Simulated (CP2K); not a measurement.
Runs of CP2K 2026.2 on MoS2. The structure is trigonal, space group R3m (No. 160). The conventional cell has a = 3.160 Å, b = 3.160 Å, c = 18.450 Å, α = 90.00°, β = 90.00°, γ = 120.00°. Around Mo (site symmetry 3m) lie 6 S at 2.39 Å. S (site symmetry 3m) has 3 Mo at 2.39 Å as nearest neighbours. S (site symmetry 3m) has 3 Mo at 2.39 Å as nearest neighbours. Measurements of this composition are mostly on another form, of space group No. 194.

```tsv
task	level	potentials or basis	cell	smearing	EPS_DEFAULT	NGRIDS	CUTOFF of the grids	points a segment of the path (NPOINTS)	bands added on the path	gap on the mesh (eV)	pressure (GPa)	largest force (eV/Å)
single point	PBEsol	POTENTIAL_UZH Mo GTH-PBE-q14, S GTH-PBE-q6; TZVP-MOLOPT-PBE-GTH basis	atoms moved at random, drawn with an rms of 0.05 Å	fermi-dirac 0.05 eV	1.0E-10	4	450 Ry	-	-	0.85	-0.8	1.23
single point	PBEsol	POTENTIAL_UZH Mo GTH-PBE-q14, S GTH-PBE-q6; TZVP-MOLOPT-PBE-GTH basis	as given	fermi-dirac 0.05 eV	1.0E-10	5	450 Ry	-	-	(b)	2.7	(a)
band structure	LDA	GTH_POTENTIALS Mo GTH-PADE-q14, S GTH-PADE-q6; TZVP-MOLOPT-PBE-GTH basis	as given	fermi-dirac 0.05 eV	1.0E-9	4	450 Ry	10	4	0.89	-1.1	0.40
band structure	TB-mBJ	POTENTIAL_UZH Mo GTH-PBE-q14, S GTH-PBE-q6; TZVP-MOLOPT-PBE-GTH basis	as given	fermi-dirac 0.05 eV	1.0E-10	4	675 Ry	8	6	1.07	-	-
band structure	r2SCAN	POTENTIAL_UZH Mo GTH-SCAN-q14, S GTH-SCAN-q6; TZVP-MOLOPT-SCAN-GTH basis	as given	fermi-dirac 0.0259 eV	1.0E-10	5	675 Ry	8	2	1.08	5.6	0.57
```

Alike in all rows: no spin polarisation; k mesh 10 × 10 × 10.

**Question.** Fill in the values left out.

**Answer.** (a) 0.56; (b) 0.91.

Caveats: the basis of atomic orbitals isn't converged, which shifts pressures, moduli and gaps; the potentials were made for another functional, which shifts forces and pressure (some runs); this is a model potential without an energy functional, so only levels have meaning (some runs); the mesh misses the band edges, which the band path finds closer together (some runs).

A k mesh can miss the band edges, and the runs leave out spin-orbit coupling on Mo.
